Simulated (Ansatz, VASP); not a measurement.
One calculation of AlO3, two programs

```
CELL_PARAMETERS angstrom
2.88140 1.66358 1.58083
-2.88140 1.66358 1.58083
0.00000 -3.32716 1.58083
ATOMIC_POSITIONS crystal
Al 0.00000 0.00000 0.00000
O 0.50000 0.00000 0.00000
O 0.00000 0.50000 0.00000
O 0.00000 0.00000 0.50000
```

Alike in both runs: functional PBE; k mesh 15 × 15 × 15; occupations gaussian, width 0.1 eV; no spin polarisation.

Ansatz relaxed the structure, and its values are those at the end. VASP's run is a single point on that final structure, the one shown.

```csv
,VASP,Ansatz
version,VASP 6.6.1,Ansatz 0.2.0
potentials or method,"VASP PAW PBE potentials, release 64 (Al, O)","scalar-relativistic, plane waves, PAW"
plane-wave cutoff (eV),520,420
valence electrons in the cell,21,21
```

|  | VASP | Ansatz | Ansatz less VASP |
| --- | --- | --- | --- |
| gap on the k mesh at the Fermi level (eV) | none | none | - |
| pressure (GPa) | -0.2 | 0.0 | +0.17 |

A gap of «none» marks a metal or a gap that the smearing closes. With one functional, cell and mesh, what is left measures potentials, basis and numerics.

Caveats: an odd number of electrons without spin polarisation forces a metal; a magnetic or distorted state may lie lower.
